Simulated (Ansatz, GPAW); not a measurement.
This is a calculation of Si2Ni for GPAW 26.7.0 (ASE script). 

Contents of run.py:

```python
from ase import Atoms
from ase.dft.bandgap import bandgap
from ase.io import write
from ase.units import GPa
from gpaw import GPAW, PW

atoms = Atoms(['Ni', 'Si', 'Si'],
              cell=[[0.0, 2.703, 2.703],
                    [2.703, 0.0, 2.703],
                    [2.703, 2.703, 0.0]],
              scaled_positions=[[0.0, 0.0, 0.0],
                                [0.75, 0.75, 0.75],
                                [0.25, 0.25, 0.25]],
              pbc=True)
atoms.set_initial_magnetic_moments([1.0, 0.0, 0.0])

calc = GPAW(mode=PW(600),
            xc='PBE',
            kpts={'size': (9, 9, 9), 'gamma': True},
            occupations={'name': 'methfessel-paxton', 'order': 0, 'width': 0.022},
            nbands=24,
            convergence={'density': 1e-05, 'energy': 1e-05},
            maxiter=150,
            txt='gpaw.txt')
atoms.calc = calc
energy = atoms.get_potential_energy()
forces = atoms.get_forces()
stress = atoms.get_stress()
calc.write('gs.gpw')
write('result.traj', atoms)
print(f'Energy: {energy:.6f} eV')
print('Forces (eV/A):')
print(forces.round(4))
print('Stress (GPa):', (stress / GPa).round(3))
print('Moments:', calc.get_magnetic_moments().round(3))
print('Fermi level:', round(calc.get_fermi_level(), 4), 'eV')
print(f'Gap: {bandgap(calc)[0]:.4f} eV, direct: {bandgap(calc, direct=True)[0]:.4f} eV')
```

Potentials or basis: GPAW PAW data sets (gpaw-data 1.2.1), pw.

Run with:

```bash
$ OMP_NUM_THREADS=1 python run.py
```

What does the same run look like in Ansatz 0.2.0? Potentials or basis there: Ansatz PAW, cutoff 420 eV.

As run (cutoffs and basis follow the program's own potentials, and thresholds, step limits or extra output files can differ):

input.yaml

```yaml
crystal:
  lattice:
    - [0.0, 2.703, 2.703]
    - [2.703, 0.0, 2.703]
    - [2.703, 2.703, 0.0]
  atoms:
    - { symbol: Ni, position: [0.0, 0.0, 0.0], spin: 1.0 }
    - { symbol: Si, position: [0.75, 0.75, 0.75] }
    - { symbol: Si, position: [0.25, 0.25, 0.25] }
hamiltonian:
  xc: pbe
  pseudopotentials: { kind: paw }
magnetization:
  spin_polarized: true
kpoints:
  mp_grid: { grid: [9, 9, 9] }
scf:
  occupations: { method: gaussian, width: 0.022 }
output:
  forces: true
  stress: true
  eigenvalues: true
```

Potentials or basis: Ansatz PAW.

Run with:

```console
$ ansatz run input.yaml --threads 2 --pin off --max-ram 5632MiB --backend cpu --events-out ev --progress --plain --runs-dir out
```

Both were run:

|  | GPAW | Ansatz |
| --- | --- | --- |
| Pressure | 5.3 GPa | 4.0 GPa |
| Net moment | 0.00 μB per cell | 0.00 μB per cell |

Ansatz's pressure holds a Pulay term of +0.05 GPa for its cutoff of 420 eV, which the other run lacks.

The potentials hold 24 and 26 valence electrons a cell.

Where Ansatz's input types no cutoff or centring, it takes its own default and a Γ-centred mesh.

The magnetic state is the one that the start led to; the real crystal's order can differ.

Pressure is positive in compression.
